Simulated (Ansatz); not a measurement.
GaSb:

```xyz
2
Lattice="0.0000 3.0590 3.0590 3.0590 0.0000 3.0590 3.0590 3.0590 0.0000" Properties=species:S:1:pos:R:3 pbc="T T T"
Sb    4.5885    4.5885    4.5885
Ga    0.0000    0.0000    0.0000
```

```yaml
Program: Ansatz 0.2.0
Task: relaxation of cell and atoms
Functional: RPBE
Potentials_or_basis: Ansatz PAW
Cutoff: "420 eV (not typed: the program's choice for these potentials)"
k_mesh: 8 × 8 × 8
Occupations: fermi-dirac, width 0.05 eV
Spin: no spin polarisation
```

At the start: volume 28.62 Å³/atom.

Q: Where does the relaxation end?

A: It ends after 5 steps and the volume is 31.04 Å³/atom (+8.4 %); space group F-43m (No. 216, to 0.05 Å).

Step by step:
```
step  energy change (eV)  largest force (eV/Å)  volume (Å³)
   1              0.0000                0.0000        57.25
   2             -0.0509                0.0000        63.21
   3             -0.0536                0.0000        62.23
   4             -0.0536                0.0000        62.09
   5             -0.0546                0.0000        62.09
```

Final structure:
```yaml
crystal:
  lattice:
    - [0.00000, 3.14284, 3.14284]
    - [3.14284, 0.00000, 3.14284]
    - [3.14284, 3.14284, 0.00000]
  atoms:
    - { symbol: Sb, position: [0.75000, 0.75000, 0.75000] }
    - { symbol: Ga, position: [0.00000, 0.00000, 0.00000] }
```

Caveat: the plane-wave basis is chosen anew once the cell has moved, so the energies of steps on either side of that aren't comparable; the PAW data sets come from PBE, with cores solved anew for the run's functional, which leaves a small shift of forces and pressure.
